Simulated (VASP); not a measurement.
# From VASP inputs to Ansatz: MoS₂ (1T (CdI2) bulk)

INCAR

```
LASPH = .TRUE.
SIGMA = 0.02
LWAVE = .FALSE.
LCHARG = .FALSE.
PREC = Accurate
ISMEAR = -1
NBANDS = 20
ENCUT = 520
IBRION = -1
EDIFF = 1E-7
LREAL = .FALSE.
GGA = PE
NELM = 120
NSW = 0
ISIF = 2
```

KPOINTS

```
KPOINTS created by Atomic Simulation Environment
0
Gamma
12 12 4
0 0 0
```

KPOINTS_OPT

```
special points
7
Reciprocal
0.0000000000 0.0000000000 0.0000000000 1
0.5000000000 0.0000000000 0.0000000000 1
0.3333333333 0.3333333333 0.0000000000 1
0.0000000000 0.0000000000 0.5000000000 1
0.5000000000 0.0000000000 0.5000000000 1
0.3333333333 0.3333333333 0.5000000000 1
0.3333333333 0.3333333333 0.2000000000 1
```

POSCAR

```
Mo S
 1.0000000000000000
     3.2202374464190364   -0.0000000000000000    0.0000000000000000
    -1.6101187232095182    2.7888074348168157   -0.0000000000000000
     0.0000000000000000   -0.0000000000000000    5.9450267968125630
 Mo  S
   1   2
Cartesian
 -0.0000000000000000  0.0000000000000000 -0.0000000000000000
 -0.0000000000000000  1.8592049565445441  1.5458917519004469
  1.6101187232095178  0.9296024782722720  4.3991350449121187
```

VASP ran with the recommended PBE PAW datasets (26 valence electrons in the cell).

Write an Ansatz input for this cell and level of theory.



```yaml
crystal:
  lattice:
    - [3.2202374464, 0.0, 0.0]
    - [-1.6101187232, 2.7888074348, 0.0]
    - [0.0, 0.0, 5.9450267968]
  atoms:
    - { symbol: Mo, position: [0.0, 0.0, 0.0] }
    - { symbol: S, position: [0.3333333333, 0.6666666667, 0.2600310822] }
    - { symbol: S, position: [0.6666666667, 0.3333333333, 0.7399689178] }
kpoints:
  mp_grid: { grid: [12, 12, 4] }
  band_path:
    path:
      - [[0.0, 0.0, 0.0], [0.5, 0.0, 0.0], [0.3333333333, 0.3333333333, 0.0], [0.0, 0.0, 0.0], [0.0, 0.0, 0.5], [0.5, 0.0, 0.5], [0.3333333333, 0.3333333333, 0.5], [0.0, 0.0, 0.5]]
      - [[0.5, 0.0, 0.5], [0.5, 0.0, 0.0]]
      - [[0.3333333333, 0.3333333333, 0.0], [0.3333333333, 0.3333333333, 0.5]]
    npoints: 10
hamiltonian:
  xc: pbe
scf:
  occupations: { method: fermi_dirac, width: 0.02 }
  n_extra_bands: 4
output:
  forces: true
  stress: true
  eigenvalues: true
```

Other inputs would serve too.

|  | VASP | Ansatz |
| --- | --- | --- |
| gap between bands v and c | -1.11 eV (bands overlap: a metal) | -1.10 eV (bands overlap: a metal) |
| least direct gap | 0.00 eV | 0.00 eV |
| pressure | 2.1 GPa | 2.2 GPa |
| largest force | 0.18 eV/Å | 0.19 eV/Å |

Each program uses its own PAW datasets. VASP's cell holds 26 valence electrons and Ansatz's 26. Ansatz's stress includes a Pulay correction; VASP's doesn't. Ansatz solved a whole band path, VASP its corner points and band edges.
